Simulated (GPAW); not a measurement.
# Si2Ni (Fm-3m) in GPAW: single point with PBE+U

Aim: the single point of Si2Ni with PBE+U.

Program: GPAW 26.7.0. These are calculated values, not measurements. Logs are shortened: lines on timing, memory, paths and dates and some standing lists are left out, and cuts for length are marked. The log counts tension as positive stress, the text compression.

## (1) The structure

It takes space group Fm-3m (No. 225, cubic). Conventional cell: a = 5.406 Å, b = 5.406 Å, c = 5.406 Å, α = 90.00°, β = 90.00°, γ = 90.00°. Ni (site symmetry m-3m) has 8 Si at 2.34 Å as nearest neighbours. Around Si (site symmetry -43m) lie 4 Ni at 2.34 Å.

## (2) Single point, PBE+U, collinear spin, ferromagnetic start

run.py reads:

```python
from ase.dft.bandgap import bandgap
from ase.io import read, write
from ase.units import GPa
from gpaw import GPAW, PW

atoms = read('Si2Ni.cif')
atoms.set_initial_magnetic_moments([2.0, 0.0, 0.0])

calc = GPAW(mode=PW(500),
            xc='PBE',
            kpts={'size': (7, 7, 7), 'gamma': True},
            occupations={'name': 'fermi-dirac', 'width': 0.05},
            setups={'Ni': 'v3:d,2.0'},
            nbands=-12,
            maxiter=120,
            txt='gpaw.txt')
atoms.calc = calc
energy = atoms.get_potential_energy()
forces = atoms.get_forces()
stress = atoms.get_stress()
calc.write('gs.gpw')
write('result.traj', atoms)
print(f'Energy: {energy:.6f} eV')
print('Forces (eV/A):')
print(forces.round(4))
print('Stress (GPa):', (stress / GPa).round(3))
print('Moments:', calc.get_magnetic_moments().round(3))
print('Fermi level:', round(calc.get_fermi_level(), 4), 'eV')
print(f'Gap: {bandgap(calc)[0]:.4f} eV, direct: {bandgap(calc, direct=True)[0]:.4f} eV')
```

Si2Ni.cif reads:

```cif
data_Si2Ni
_cell_length_a 3.82261926
_cell_length_b 3.82261926
_cell_length_c 3.82261926
_cell_angle_alpha 60.00000000
_cell_angle_beta 60.00000000
_cell_angle_gamma 60.00000000
_space_group_name_H-M_alt 'P1'
_space_group_name_Hall 'P 1'
_space_group_IT_number 1
loop_
_space_group_symop_operation_xyz
'x,y,z'
loop_
_atom_site_label
_atom_site_type_symbol
_atom_site_symmetry_multiplicity
_atom_site_Wyckoff_symbol
_atom_site_fract_x
_atom_site_fract_y
_atom_site_fract_z
_atom_site_occupancy
Ni1 Ni 1 a 0.0000000000 0.0000000000 0.0000000000 1
Si1 Si 1 a 0.7500000000 0.7500000000 0.7500000000 1
Si2 Si 1 a 0.2500000000 0.2500000000 0.2500000000 1
```

Potentials or basis: GPAW PAW data sets (gpaw-data 1.2.1), newer versions, pw.

Command:

```console
OMP_NUM_THREADS=1 python run.py
```

gpaw.txt:

```text
__  _  _
 | _ |_)|_||  |
 |__||  | ||/\| - 26.7.0

Input parameters:
  mode=PW(ecut=500.0),
  kpts=MonkhorstPack(size=(7, 7, 7), gamma=True),
  maxiter=120,
  nbands=-12,
  occupations=Occupations(name='fermi-dirac', width=0.05),
  setups={'Ni': 'v3:d,2.0'},
  xc=XC(name='PBE')

Diagonalizing LCAO Hamiltonian
Converting LCAO to pw mode

                       Si

            Si
       Ni

Atoms  # Å, Bohr magnetons
|   | symbol |        x |        y |        z |    initial magnetic moments |
|---|--------|----------|----------|----------|-----------------------------|
| 0 |     Ni | 0.000000 | 0.000000 | 0.000000 | ( 0.0000,  0.0000,  2.0000) |
| 1 |     Si | 5.733929 | 3.310485 | 2.340867 | ( 0.0000,  0.0000,  0.0000) |
| 2 |     Si | 1.911310 | 1.103495 | 0.780289 | ( 0.0000,  0.0000,  0.0000) |

Unit cell  # Å
| periodic |        x |        y |        z |  lengths |    angles |
|----------|----------|----------|----------|----------|-----------|
|      yes | 3.822619 | 0.000000 | 0.000000 | 3.822619 | 60.000000 |
|      yes | 1.911310 | 3.310485 | 0.000000 | 3.822619 | 60.000000 |
|      yes | 1.911310 | 1.103495 | 3.121156 | 3.822619 | 60.000000 |

Number of symmetries: 48
Symmetry operations  # r_c * U_cc + t_c -> r_c
|    | kind |            matrix            |
|----|------|------------------------------|
|  0 |  σ   |  1, 0, 0,  1, 0,-1,  1,-1, 0 |
|  1 |  C2  |  1, 0, 0,  1,-1, 0,  1, 0,-1 |
|  2 |  E   |  1, 0, 0,  0, 1, 0,  0, 0, 1 |
|  3 |  σ   |  1, 0, 0,  0, 0, 1,  0, 1, 0 |
|  4 |  C4  |  1, 0,-1,  1, 0, 0,  1,-1, 0 |
|  5 |  S6  |  1, 0,-1,  1,-1, 0,  1, 0, 0 |
|  6 |  σ   |  1, 0,-1,  0, 1,-1,  0, 0,-1 |
|  7 |  C3  |  1, 0,-1,  0, 0,-1,  0, 1,-1 |
|  8 |  S6  |  1,-1, 0,  1, 0, 0,  1, 0,-1 |
|  9 |  C4  |  1,-1, 0,  1, 0,-1,  1, 0, 0 |
| 10 |  C3  |  1,-1, 0,  0,-1, 1,  0,-1, 0 |
| 11 |  σ   |  1,-1, 0,  0,-1, 0,  0,-1, 1 |
| 12 |  σ   |  0, 1, 0,  1, 0, 0,  0, 0, 1 |
| 13 |  C4  |  0, 1, 0,  0, 1,-1, -1, 1, 0 |
| 14 |  C3  |  0, 1, 0,  0, 0, 1,  1, 0, 0 |
| 15 |  S6  |  0, 1, 0, -1, 1, 0,  0, 1,-1 |
| 16 |  C2  |  0, 1,-1,  1, 0,-1,  0, 0,-1 |
| 17 |  σ   |  0, 1,-1,  0, 1, 0, -1, 1, 0 |
| 18 |  S4  |  0, 1,-1,  0, 0,-1,  1, 0,-1 |
| 19 |  C4  |  0, 1,-1, -1, 1, 0,  0, 1, 0 |
| 20 |  C3  |  0, 0, 1,  1, 0, 0,  0, 1, 0 |
| 21 |  σ   |  0, 0, 1,  0, 1, 0,  1, 0, 0 |
| 22 |  S6  |  0, 0, 1,  0,-1, 1, -1, 0, 1 |
| 23 |  C4  |  0, 0, 1, -1, 0, 1,  0,-1, 1 |
| 24 |  S4  |  0, 0,-1,  1, 0,-1,  0, 1,-1 |
| 25 |  C3  |  0, 0,-1,  0, 1,-1,  1, 0,-1 |
| 26 |  C2  |  0, 0,-1,  0,-1, 0, -1, 0, 0 |
| 27 |  S6  |  0, 0,-1, -1, 0, 0,  0,-1, 0 |
| 28 |  S4  |  0,-1, 1,  1,-1, 0,  0,-1, 0 |
| 29 |  C4  |  0,-1, 1,  0, 0, 1, -1, 0, 1 |
| 30 |  C2  |  0,-1, 1,  0,-1, 0,  1,-1, 0 |
| 31 |  σ   |  0,-1, 1, -1, 0, 1,  0, 0, 1 |
| 32 |  C3  |  0,-1, 0,  1,-1, 0,  0,-1, 1 |
| 33 |  S6  |  0,-1, 0,  0, 0,-1, -1, 0, 0 |
| 34 |  S4  |  0,-1, 0,  0,-1, 1,  1,-1, 0 |
| 35 |  C2  |  0,-1, 0, -1, 0, 0,  0, 0,-1 |
| 36 |  C2  | -1, 1, 0,  0, 1, 0,  0, 1,-1 |
| 37 |  S6  | -1, 1, 0,  0, 1,-1,  0, 1, 0 |
| 38 |  S4  | -1, 1, 0, -1, 0, 1, -1, 0, 0 |
| 39 |  C3  | -1, 1, 0, -1, 0, 0, -1, 0, 1 |
| 40 |  S6  | -1, 0, 1,  0, 0, 1,  0,-1, 1 |
| 41 |  C2  | -1, 0, 1,  0,-1, 1,  0, 0, 1 |
| 42 |  C3  | -1, 0, 1, -1, 1, 0, -1, 0, 0 |
| 43 |  S4  | -1, 0, 1, -1, 0, 0, -1, 1, 0 |
| 44 |  C2  | -1, 0, 0,  0, 0,-1,  0,-1, 0 |
| 45 |  i   | -1, 0, 0,  0,-1, 0,  0, 0,-1 |
| 46 |  σ   | -1, 0, 0, -1, 1, 0, -1, 0, 1 |
| 47 |  C2  | -1, 0, 0, -1, 0, 1, -1, 1, 0 |

BZ-sampling:
  Number of BZ points: 343
  Number of IBZ points: 20

  Monkhorst-Pack size: [7, 7, 7]
  Monkhorst-Pack shift: [0, 0, 0]

K-points  # in reciprocal-cell coordinates
|     |                                coordinates |     weight |
|-----|--------------------------------------------|------------|
|   0 | (  0.00000000,   0.00000000,   0.00000000) | 0.00291545 |
|   1 | (  0.14285714,   0.14285714,   0.00000000) | 0.01749271 |
|   2 | (  0.14285714,   0.14285714,   0.14285714) | 0.02332362 |
|   3 | (  0.28571429,   0.14285714,   0.14285714) | 0.03498542 |
|   4 | (  0.28571429,   0.28571429,   0.00000000) | 0.01749271 |
|   5 | (  0.28571429,   0.28571429,   0.14285714) | 0.06997085 |
|   6 | (  0.28571429,   0.28571429,   0.28571429) | 0.02332362 |
|   7 | (  0.42857143,  -0.28571429,  -0.28571429) | 0.03498542 |
|   8 | (  0.42857143,   0.28571429,  -0.42857143) | 0.13994169 |
|   9 | (  0.42857143,   0.28571429,  -0.28571429) | 0.06997085 |
| ... |                                            |            |
|  19 | (  0.42857143,   0.42857143,   0.42857143) | 0.02332362 |

Plane wave coefficients: 1013
Cutoff: 500.0 eV

Spin-components: 2 (collinear spins)
Bands:           26
Projectors:      16
Spin-degeneracy: 1
Datatype:        complex128

Parallelization:
  kpt:    1
  domain: 1
  band:   1

Density:
  Valence electrons: 26.0
  Components: 2
  Grid points: [20 20 20]
  Charge: 0.0  # |e|

Potential:
  Grid points: [20 20 20]

species:
  Ni:
    name:    Nickel
    Z:       28.0
    valence: 18
    core:    10
    charge:  0.0  # [|e|]
    Hubbard: {U: 2.0,  # eV
              l: 2,
              scale: True}
    compensation charges:
      type: gauss
      rc: 0.30  # [Å]
      lmax: 2
    cutoffs:
      filter: 1.95  # [Å]
      core: 0.75  # [Å]
    projectors
    | kind |    occ | energy [eV] | rcut [Å] |
    |------|--------|-------------|----------|
    |   3s |  2.000 |    -111.059 |    1.058 |
    |   4s |  2.000 |      -5.643 |    1.058 |
    |   3p |  6.000 |     -71.388 |    1.005 |
    |   4p |  0.000 |      -1.225 |    1.005 |
    |   3d |  8.000 |      -8.874 |    1.111 |
    |    d |        |      18.338 |    1.111 |

    Using partial waves for Ni as LCAO basis

  Si:
    name:    Silicon
    Z:       14.0
    valence: 4
    core:    10
    charge:  0.0  # [|e|]
    compensation charges:
      type: gauss
      rc: 0.33  # [Å]
      lmax: 2
    cutoffs:
      filter: 1.86  # [Å]
      core: 2.06  # [Å]
    projectors
    | kind |    occ | energy [eV] | rcut [Å] |
    |------|--------|-------------|----------|
    |   3s |  2.000 |     -10.812 |    1.058 |
    |   3p |  2.000 |      -4.081 |    1.058 |
    |    s |        |      16.399 |    1.058 |
    |    p |        |      23.130 |    1.058 |
    |    d |        |       0.000 |    1.058 |

    Using partial waves for Si as LCAO basis

Reference energy: -57148.375843  # eV

eigensolver:
  PPCG
  Converge bands: occupied
  niter=2

density mixing:
  MSR1-Mixer
  Pratt-step length: 0.05
  Maximum mixing coefficient: 0.75
  Old densities: 10
  SVD Regularization: 0.005
  Good broyden scale: 1.0
  Trust region scale: 1.0
  Backstep threshold: 4.0
  History deletion threshold: 6.0
  Fourier metric: weight=20.0, sigma=0.015

occupation numbers:
  Fermi-Dirac:
    width: 0.0500  # eV

poisson solver:
  ecut: 4000.0  # eV

xc functional:
  name: PBE with 2 nearest neighbor stencil

convergence criteria:
- Maximum [total energy] change in last 3 cyles: 0.0005 eV / valence electron
- Maximum integral of absolute [dens]ity change: 0.0001 electrons / valence electron
- Maximum integral of absolute [eigenst]ate change: 4e-08 eV^2 / valence electron
maximum number of iterations: 120

SCF iterations
|iter     | |      energy | eigst |  dens |  magmom |
|---------|-|-------------|-------|-------|---------|
|iter:   1| |  -17.441486 | +0.35 |       |  +2.0033|
|iter:   2| |  -17.253728 | -2.04 | -0.85 |  +1.9168|
|iter:   3| |  -17.419474 | -2.83 | -0.89 |  +1.2181|
|iter:   4| |  -17.720925 | -1.63 | -1.14 |  +0.3479|
|iter:   5| |  -17.658287 | -2.11 | -1.45 |  +0.2157|
|iter:   6| |  -17.677339 | -2.88 | -1.70 |  -0.0096|
|iter:   7| |  -17.680922 | -4.01 | -2.10 |  +0.0123|
|iter:   8| |  -17.681735c| -4.16 | -2.45 |  +0.0198|
|iter:   9| |  -17.681793c| -5.42 | -3.08 |  +0.0116|
|iter:  10| |  -17.681815c| -5.76 | -3.40 |  +0.0027|
|iter:  11| |  -17.681816c| -6.96 | -4.11c|  +0.0006|
|iter:  12| |  -17.681816c| -8.01c| -4.67c|  +0.0001|

Converged in 12 steps
Energy contributions relative to reference atoms: (reference = -57148.375843)

Energy contributions:
  Kinetic:          20.215809
  Coulomb:         -13.940437
  Zero:             -0.119897
  External:          0.000000
  Xc:              -23.833802
  Entropy:          -0.006979
  Spinorbit:         0.000000
  ----------------------------
  Free energy:     -17.685305
  Extrapolated:    -17.681816

dipole moment: (-22.663527, -13.084794, -9.252346)  # |e|*Ang

Total magnetic moment: (0.000000, 0.000000, 0.000091)

Local magnetic moments
|        x |        y |        z |
|----------|----------|----------|
| 0.000000 | 0.000000 | 0.000051 |  # Ni   0
| 0.000000 | 0.000000 | 0.000012 |  # Si   1
| 0.000000 | 0.000000 | 0.000012 |  # Si   2

Fermi level: 9.991
Eigenvalues  # (at kpt = [0.000, 0.000, 0.000])
| band index |      eig [eV] | occ [0-1] |      eig [eV] | occ [0-1] |
|------------|---------------|-----------|---------------|-----------|
|          0 |       -93.938 |     1.000 |       -93.938 |     1.000 |
|        ... |               |           |               |           |
|          3 |       -54.349 |     1.000 |       -54.349 |     1.000 |
|          4 |        -3.756 |     1.000 |        -3.756 |     1.000 |
|          5 |         4.790 |     1.000 |         4.790 |     1.000 |
|          6 |         4.790 |     1.000 |         4.790 |     1.000 |
|          7 |         4.790 |     1.000 |         4.790 |     1.000 |
|          8 |         6.313 |     1.000 |         6.313 |     1.000 |
[... 8 lines left out ...]
|         17 |        14.817 |     0.000 |        14.817 |     0.000 |
|         18 |        14.817 |     0.000 |        14.817 |     0.000 |
|        ... |               |           |               |           |
|         25 |        31.067 |     0.000 |        31.067 |     0.000 |

No gap
No difference between direct/indirect transitions

Forces  # eV/Ang
|        x |        y |        z |
|----------|----------|----------|
| -0.00000 | -0.00000 |  0.00000 |  # Ni   0
|  0.00000 |  0.00000 |  0.00000 |  # Si   1
| -0.00000 | -0.00000 | -0.00000 |  # Si   2

Stress tensor  # eV/Ang^3
|         x |         y |         z |
|-----------|-----------|-----------|
| -0.011217 |  0.000000 | -0.000000 |
|  0.000000 | -0.011217 | -0.000000 |
|  0.000000 | -0.000000 | -0.011217 |

# Writing to gs.gpw (mode='')
```

It took 23 s on 1 thread of AMD EPYC 7R43 (Zen 3), shared host; peak memory 0.17 GiB.

Results:

```yaml
Free_energy: -17.6853 eV
Pressure: 1.8 GPa
Band_gap_on_the_k_mesh: none (metal or under the smearing width)
Net_moment: 0.00 μB per cell
```

Caveat: the cutoff is short for stress and forces, so pressures can be off by a GPa or more; the starting moments collapsed, and a magnetic state may lie lower; the U is typed as a test and isn't derived for this compound. The state reached can hang on the start; a lower one may exist.
